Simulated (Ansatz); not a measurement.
# InAs (rocksalt type): the cost of one run

Computed with Ansatz 0.2.0 (DFT, PBE, all-electron LAPW, scalar-relativistic, unless a step's input says otherwise).

**1. The structure to begin with**

Symmetry: Fm-3m, No. 225, cubic system. Conventional cell: a = 5.109 Å, b = 5.109 Å, c = 5.109 Å, α = 90.00°, β = 90.00°, γ = 90.00°. Around In (site symmetry m-3m) lie 6 As at 2.55 Å. Around As (site symmetry m-3m) lie 6 In at 2.55 Å.

Coordinates:

```cif
data_structure
_symmetry_space_group_name_H-M 'P 1'
_symmetry_Int_Tables_number 1
_cell_length_a 3.6126
_cell_length_b 3.6126
_cell_length_c 3.6126
_cell_angle_alpha 60.000
_cell_angle_beta 60.000
_cell_angle_gamma 60.000
_cell_volume 33.34
loop_
_atom_site_label
_atom_site_type_symbol
_atom_site_fract_x
_atom_site_fract_y
_atom_site_fract_z
_atom_site_occupancy
In1 In 0.00000 0.00000 0.00000 1
As1 As 0.50000 0.50000 0.50000 1
```

Atoms are numbered in the order of the input: In1, As2.

**2. Rocksalt relaxed under pressure, LAPW**

The input, input.yaml:

```yaml
crystal:
  lattice:
    - [0.0, 2.5545009846, 2.5545009846]
    - [2.5545009846, 0.0, 2.5545009846]
    - [2.5545009846, 2.5545009846, 0.0]
  atoms:
    - { symbol: In, position: [0.0, 0.0, 0.0] }
    - { symbol: As, position: [0.5, 0.5, 0.5] }
kpoints:
  mp_grid: { grid: [14, 14, 14] }
scf:
  occupations: { method: fermi_dirac, width: 0.08 }
hamiltonian:
  xc: pbe
  pseudopotentials: { kind: all_electron, lapw: { basis_error: 0.0005 } }
output:
  forces: true
  stress: true
  eigenvalues: true
relax:
  f_tol: 0.005
  max_steps: 12
  cell: { p_target: 51.0, stress_tol: 0.03 }
```

On the command line:

```
> ansatz run input.yaml --threads 1 --pin off --max-ram 3584MiB --backend cpu --events-out ev --progress --plain --runs-dir out
```

Q: Estimate wall time and peak memory on 1 thread of Intel Xeon 6975P-C (Granite Rapids), shared host.

About 36 s, with a peak of 0.68 GiB.
